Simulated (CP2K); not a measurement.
MoSe2:

```xyz
6
Lattice="3.2880 0.0000 0.0000 -1.6440 2.8475 0.0000 0.0000 0.0000 12.9000" Properties=species:S:1:pos:R:3 pbc="T T T"
Mo    1.6440    0.9492    9.6750
Mo    0.0000    1.8983    3.2250
Se    1.6440    0.9492    4.8375
Se    0.0000    1.8983   11.2875
Se    1.6440    0.9492    1.6125
Se    0.0000    1.8983    8.0625
```

Base run:

```yaml
Program: CP2K 2026.2
Functional: PBEsol
Potentials_or_basis: POTENTIAL_UZH Mo GTH-PBE-q14, Se GTH-PBE-q6; TZVP-MOLOPT-PBE-GTH basis
Density_cutoff: 6123 eV
k_mesh: 9 × 9 × 2
Occupations: fermi-dirac, width 0.05 eV
Spin: no spin polarisation
```

Its results: pressure 6.3 GPa; largest force 1.188 eV/Å.

Task: The run is repeated on the same cell with these changes: functional from PBEsol to PBE. What comes out?

Result: Pressure 9.9 GPa; largest force 1.320 eV/Å.

PBE binds less tightly than PBEsol, so the same cell stands under more pressure.

Caveats: the cell's inner coordinates are idealised or old, which leaves forces on the atoms; this functional lacks dispersion, which binds the layers, so the pressure and a relaxed spacing across them are unreliable; the basis of atomic orbitals isn't converged, which shifts pressures, moduli and gaps; the potentials were made for another functional, which shifts forces and pressure (some runs).
